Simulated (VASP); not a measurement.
# Ni (P6_3/mmc) in VASP: density of states with PBE

Aim: the density of states of Ni with PBE.

All numbers are computed with VASP 6.6.1; they aren't measurements. Logs are shortened: lines on timing, memory, paths and dates and some standing lists are left out, and cuts for length are marked.

### 1 The crystal as given

The structure is hexagonal, space group P6_3/mmc (No. 194). Conventional cell: a = 2.659 Å, b = 2.659 Å, c = 4.182 Å, α = 90.00°, β = 90.00°, γ = 120.00°. Around Ni (site symmetry -6m2) lie 12 Ni at 2.59 to 2.66 Å.

The cell was built by a generator and needn't be a form met in nature.

### 2 Density of states, PBE

POSCAR

```
Ni
1.0
    1.3297090000      2.3031230000      0.0000000000
   -1.3297090000      2.3031230000      0.0000000000
    0.0000000000      0.0000000000      4.1819820000
Ni
2
Direct
    0.3333000000      0.3334000000      0.2500000000
    0.6666000000      0.6667000000      0.7500000000
```

INCAR.step1

```
ALGO = Fast ; EDIFF = 1E-6
ENCUT = 520 ; GGA = PE
ISIF = 2 ; ISMEAR = -1
LASPH = T ; LCHARG = T
LMAXMIX = 4 ; LREAL = F
LWAVE = F ; NBANDS = 17
NELM = 100 ; PREC = Accurate
SIGMA = 0.1
```

KPOINTS.step1

```
k-points
0
Gamma
  14 14 8
```

INCAR.step2

```
ALGO = Fast ; EDIFF = 1E-6
ENCUT = 520 ; GGA = PE
ICHARG = 11 ; ISIF = 2
ISMEAR = -5 ; LASPH = T
LCHARG = F ; LMAXMIX = 4
LORBIT = 10 ; LREAL = F
LWAVE = F ; NEDOS = 1001
NELM = 100 ; PREC = Accurate
SIGMA = 0.1
```

KPOINTS.step2

```
k-points
0
Gamma
  21 21 12
```

Potentials or basis: VASP PAW PBE potentials, release 64 (Ni).

Run with:

```console
$ cat potpaw_PBE.64/Ni/POTCAR > POTCAR
$ cp INCAR.step1 INCAR
$ cp KPOINTS.step1 KPOINTS
$ mpirun -np 1 vasp_std > vasp.out
$ cp INCAR.step2 INCAR
$ cp KPOINTS.step2 KPOINTS
$ mpirun -np 1 vasp_std > vasp.out
```

OUTCAR:

```text
EDIFF = 1E-6
   ENCUT = 520
   GGA = PE
   ICHARG = 11
   ISIF = 2
   ISMEAR = -5
   LASPH = T
   LORBIT = 10
   LREAL = F
   NELM = 100
   PREC = Accurate

 ion  position               nearest neighbor table
   1  0.333  0.333  0.250-   2 2.59   2 2.59   2 2.59   2 2.59   2 2.59   2 2.59
   2  0.667  0.667  0.750-   1 2.59   1 2.59   1 2.59   1 2.59   1 2.59   1 2.59

  LATTYP: Found a hexagonal cell.
 ALAT       =     2.6594175260
 C/A-ratio  =     1.5725180266

  Lattice vectors:

 A1 = (   1.3297090000,  -2.3031230000,   0.0000000000)
 A2 = (   1.3297090000,   2.3031230000,   0.0000000000)
 A3 = (   0.0000000000,   0.0000000000,   4.1819820000)

Analysis of symmetry for initial positions (statically):
=====================================================================
 Subroutine PRICEL returns:
 Original cell was already a primitive cell.

 Routine SETGRP: Setting up the symmetry group for a
 hexagonal supercell.

 Subroutine GETGRP returns: Found  8 space group operations
 (whereof  2 operations were pure point group operations)
 out of a pool of 24 trial point group operations.

The static configuration has the point symmetry C_2 .
 The point group associated with its full space group is D_2h.

Analysis of symmetry for dynamics (positions and initial velocities):
=====================================================================
 Subroutine PRICEL returns:
 Original cell was already a primitive cell.

 Routine SETGRP: Setting up the symmetry group for a
 hexagonal supercell.

 Subroutine GETGRP returns: Found  8 space group operations
 (whereof  2 operations were pure point group operations)
 out of a pool of 24 trial point group operations.

The dynamic configuration has the point symmetry C_2 .
 The point group associated with its full space group is D_2h.

 Subroutine INISYM returns: Found  8 space group operations
 (whereof  2 operations are pure point group operations),
 and found     1 'primitive' translations

----------------------------------------------------------------------------------------

                                     Primitive cell

  volume of cell :      25.6145

  direct lattice vectors                    reciprocal lattice vectors
     1.329709000  2.303123000  0.000000000     0.376022122  0.217096525  0.000000000
    -1.329709000  2.303123000  0.000000000    -0.376022122  0.217096525  0.000000000
     0.000000000  0.000000000  4.181982000     0.000000000  0.000000000  0.239121067

  length of vectors
     2.659417526  2.659417526  4.181982000     0.434192973  0.434192973  0.239121067

  position of ions in fractional coordinates (direct lattice)
     0.333300000  0.333400000  0.250000000
     0.666600000  0.666700000  0.750000000

  ion indices of the primitive-cell ions
   primitive index   ion index
                 1           1
                 2           2

----------------------------------------------------------------------------------------

 KPOINTS: k-points

Automatic generation of k-mesh.
 Grid dimensions read from file:
 generate k-points for:   21   21   12

 Generating k-lattice:

  Cartesian coordinates                     Fractional coordinates (reciprocal lattice)
     0.017905815  0.010337930  0.000000000     0.047619048  0.000000000  0.000000000
    -0.017905815  0.010337930  0.000000000     0.000000000  0.047619048  0.000000000
     0.000000000  0.000000000  0.019926756     0.000000000  0.000000000  0.083333333

  Length of vectors
     0.020675856  0.020675856  0.019926756

  Shift w.r.t. Gamma in fractional coordinates (k-lattice)
     0.000000000  0.000000000  0.000000000

 TETIRR: Found   7938 inequivalent tetrahedra from    31752

 Subroutine IBZKPT returns following result:
 ===========================================

 Found    847 irreducible k-points:

 Following reciprocal coordinates:
            Coordinates               Weight
  0.000000  0.000000  0.000000      1.000000
  0.047619  0.000000  0.000000      4.000000
  0.047619  0.047619  0.000000      2.000000
  0.095238  0.000000  0.000000      4.000000
  0.095238  0.095238  0.000000      2.000000
  0.142857  0.000000  0.000000      4.000000
[... 16 lines left out ...]
 -0.047619  0.047619  0.000000      2.000000
  0.142857  0.047619  0.000000      4.000000
 [... further k-points ...]
   k-points           NKPTS =    847   k-points in BZ     NKDIM =    847   number of bands    NBANDS=     14
   number of dos      NEDOS =   1001   number of ions     NIONS =      2
   total plane-waves  NPLWV =  12800
   dimension x,y,z NGX =    20 NGY =   20 NGZ =   32
   dimension x,y,z NGXF=    40 NGYF=   40 NGZF=   64
   ions per type =               2
   NGX,Y,Z   is equivalent  to a cutoff of  12.50, 12.50, 12.72 a.u.
   NGXF,Y,Z  is equivalent  to a cutoff of  25.00, 25.00, 25.44 a.u.
 SYSTEM =  unknown system
   PREC   = accura    normal or accurate (medium, high low for compatibility)
   ISTART =      0    job   : 0-new  1-cont  2-samecut
   ICHARG =     11    charge: 1-file 2-atom 10-const
   ISPIN  =      1    spin polarized calculation?
   LNONCOLLINEAR =      F non collinear calculations
   LSORBIT =      F    spin-orbit coupling
   LASPH  =      T    aspherical Exc in radial PAW
   ENCUT  =  520.0 eV  38.22 Ry    6.18 a.u.   4.94  4.94  7.78*2*pi/ulx,y,z
   NELM   =    100;   NELMIN=  2; NELMDL=  0     # of ELM steps
   EDIFF  = 0.1E-05   stopping-criterion for ELM
   LREAL  =      F    real-space projection
   EDIFFG = 0.1E-04   stopping-criterion for IOM
   NSW    =      0    number of steps for IOM
   IBRION =     -1    ionic relax: 0-MD 1-quasi-New 2-CG
   NFREE  =      0    steps in history (QN), initial steepest desc. (CG)
   ISIF   =      2    stress and relaxation
   ISYM   =      2    0-nonsym 1-usesym 2-fastsym
   POTIM  = 0.5000    time-step for ionic-motion
   TEBEG  =    0.0;   TEEND  =   0.0 temperature during run
   PSTRESS=    0.0 pullay stress
   NELECT =      20.0000    total number of electrons
   NUPDOWN=      -1.0000    fix difference up-down
   EMIN   =  10.00;   EMAX   =-10.00  energy-range for DOS
   EFERMI =   0.00;   METHOD = LEGACY
   ISMEAR =    -5;   SIGMA  =   0.10  broadening in eV -4-tet -1-fermi 0-gaus
   EFERMI_NEDOS =   21; number of points for ismear=-14 and -15
   IALGO  =     68    algorithm
   IMIX   =      4    mixing-type and parameters
     AMIX     =   0.40;   BMIX     =  1.00
     AMIX_MAG =   1.60;   BMIX_MAG =  1.00
  volume/ion in A,a.u.               =      12.81        86.43
  Fermi-wavevector in a.u.,A,eV,Ry     =   1.507496  2.848755 30.919845  2.272544
  Thomas-Fermi vector in A             =   2.618074
   LORBIT       =     10    0 simple, 1 ext, 2 COOP (PROOUT), +10 PAW based schemes
   GGA     = PE    functional components
   LHFCALC =     F    Hartree Fock is set to
   AEXX    =    0.0000 exact exchange contribution
   IVDW    =     0    specifies the selected vdW correction
   LEPSILON=     F    determine dielectric tensor
   LRPA    =     F    only Hartree local field effects (RPA)
 non-spin polarized calculation
 RMM-DIIS sequential band-by-band and
 Fermi weights with tetrahedron method with Bloechl corrections
  energy-cutoff  :      520.00
  volume of cell :       25.61
 maximum number of plane-waves:       707

 number of electron      20.0000003 magnetization

 Free energy of the ion-electron system (eV)
  ---------------------------------------------------
  ext. energy  EPLUGINS =         0.00000000
  ---------------------------------------------------
  free energy    TOTEN  =       -10.43988739 eV

  energy without entropy =      -10.43988739  energy(sigma->0) =      -10.43988739

 E-fermi :   7.0598     XC(G=0): -12.3153

 val. band max:        7.0869552475   @ k =   0.1905   0.2381   0.5000
 cond. band min:       6.9436005827   @ k =   0.0000   0.0000   0.1667
 fundamental gap:     -0.1433546648
 Fermi energy:         7.0598338992

 k-point     1 :       0.0000    0.0000    0.0000
  band No.  band energies     occupation
      1      -0.6947      2.00000
      2       3.5495      2.00000
      3       5.6812      2.00000
      4       5.6813      2.00000
      5       5.7454      2.00000
      6       5.9279      2.00000
      7       5.9280      2.00000
      8       6.0806      2.00000
      9       6.0810      2.00000
     10       6.9512      2.00000
     11       6.9515      2.00000
     12       7.5689      0.00000
     13      12.5837      0.00000
     14      27.8684      0.00000

 k-point     2 :       0.0476    0.0000    0.0000
  band No.  band energies     occupation
      1      -0.6264      2.00000
      2       3.5887      2.00000
      3       5.6060      2.00000
      4       5.7075      2.00000
      5       5.8120      2.00000
      6       5.9153      2.00000
      7       5.9508      2.00000
      8       6.0549      2.00000
      9       6.0635      2.00000
     10       6.6510      2.00000
     11       6.9594      2.00000
     12       7.9497      0.00000
     13      12.6002      0.00000
     14      26.5746      0.00000
[... 343 lines left out ...]
      1      -0.4907      2.00000
      2       3.6645      2.00000
      3       5.5241      2.00000
      4       5.7601      2.00000
      5       5.8763      2.00000
      6       5.8903      2.00000
      7       5.9963      2.00000
      8       5.9982      2.00000
      9       6.0144      2.00000
     10       6.3746      2.00000
     11       6.9734      2.00000
     12       8.4111      0.00000
     13      12.6343      0.00000
     14      25.4350      0.00000

 k-point    24 :       0.1429    0.0476    0.0000
  band No.  band energies     occupation
      1      -0.2219      2.00000
      2       3.8054      2.00000
      3       5.4091      2.00000
      4       5.7660      2.00000
      5       5.8392      2.00000
      6       5.8667      2.00000
      7       5.9462      2.00000
      8       5.9639      2.00000
      9       6.0924      2.00000
     10       6.1860      2.00000
     11       6.9967      2.00000
     12       9.0600      0.00000
     13      12.7075      0.00000
     14      23.3820      0.00000

 [... further k-points ...]

------------------------ aborting loop because EDIFF is reached ----------------------------------------

  FORCE on cell =-STRESS in cart. coord.  units (eV):
  Direction    XX          YY          ZZ          XY          YZ          ZX
  --------------------------------------------------------------------------------------
  -------------------------------------------------------------------------------------
  Total       -3.6327557     -3.6314393     -2.8826167      0.0000000     -0.0000000      0.0000000
  in kB     -227.2274959   -227.1451568   -180.3065865      0.0000000     -0.0000000      0.0000000
  external PRESSURE =    -211.5597464 kB  Pullay stress =       0.0000000 kB

 VOLUME and BASIS-vectors are now :
 -----------------------------------------------------------------------------
  energy-cutoff  :      520.00
  volume of cell :       25.61
      direct lattice vectors                 reciprocal lattice vectors
     1.329709000  2.303123000  0.000000000     0.376022122  0.217096525  0.000000000
    -1.329709000  2.303123000  0.000000000    -0.376022122  0.217096525  0.000000000
     0.000000000  0.000000000  4.181982000     0.000000000  0.000000000  0.239121067

 POSITION                                       TOTAL-FORCE (eV/Angst)
 -----------------------------------------------------------------------------------
     -0.00013      1.53549      1.04550         0.000000      0.000144      0.000000
     -0.00013      3.07075      3.13649         0.000000     -0.000144      0.000000
 -----------------------------------------------------------------------------------
    total drift:                                0.000001     -0.000000     -0.000000

  FREE ENERGIE OF THE ION-ELECTRON SYSTEM (eV)
  ---------------------------------------------------
  free  energy   TOTEN  =       -10.4398873940 eV

  energy  without entropy=      -10.4398873940  energy(sigma->0) =      -10.43988739

 total charge

# of ion       s       p       d       tot
------------------------------------------
    1        0.429   0.363   8.281   9.074
    2        0.429   0.363   8.281   9.074
--------------------------------------------------
tot          0.859   0.727  16.562  18.148
```

Wall time 3.5 min (1 thread of Intel Xeon Platinum 8488C (Sapphire Rapids), shared host); peak memory 0.37 GiB.

What came out:

```
Valence electrons inside the program's atomic spheres : Ni 9.07
```

States per cell in windows of 1 eV (zero at the Fermi level; states under -8 eV left out):
| from (eV) | total | Ni1_d | Ni2_d | Ni1_p | Ni2_p | Ni1_s | Ni2_s |
| --- | --- | --- | --- | --- | --- | --- | --- |
| -8.0 | 0.07 | 0.00 | 0.00 | 0.00 | 0.00 | 0.02 | 0.02 |
| -7.0 | 0.20 | 0.00 | 0.00 | 0.01 | 0.01 | 0.05 | 0.05 |
| -6.0 | 0.30 | 0.01 | 0.01 | 0.02 | 0.02 | 0.07 | 0.07 |
| -5.0 | 0.48 | 0.04 | 0.04 | 0.03 | 0.03 | 0.09 | 0.09 |
| -4.0 | 1.49 | 0.39 | 0.39 | 0.06 | 0.06 | 0.13 | 0.13 |
| -3.0 | 4.24 | 1.71 | 1.71 | 0.10 | 0.10 | 0.05 | 0.05 |
| -2.0 | 6.80 | 3.05 | 3.05 | 0.11 | 0.11 | 0.02 | 0.02 |
| -1.0 | 6.74 | 3.23 | 3.23 | 0.04 | 0.04 | 0.01 | 0.01 |
| 0.0 | 1.66 | 0.72 | 0.72 | 0.04 | 0.04 | 0.03 | 0.03 |
| 1.0 | 0.69 | 0.18 | 0.18 | 0.07 | 0.07 | 0.03 | 0.03 |
| 2.0 | 0.56 | 0.11 | 0.11 | 0.08 | 0.08 | 0.03 | 0.03 |
| 3.0 | 0.55 | 0.09 | 0.09 | 0.08 | 0.08 | 0.03 | 0.03 |
| 4.0 | 0.37 | 0.06 | 0.06 | 0.06 | 0.06 | 0.02 | 0.02 |
| 5.0 | 0.20 | 0.03 | 0.03 | 0.03 | 0.03 | 0.01 | 0.01 |
| 6.0 | 0.74 | 0.11 | 0.11 | 0.07 | 0.07 | 0.10 | 0.10 |
| 7.0 | 0.71 | 0.10 | 0.10 | 0.09 | 0.09 | 0.07 | 0.07 |

Caveat: the run has no spin polarisation, though such a crystal can be magnetic; tetrahedron occupations give inexact forces and stress in metals.
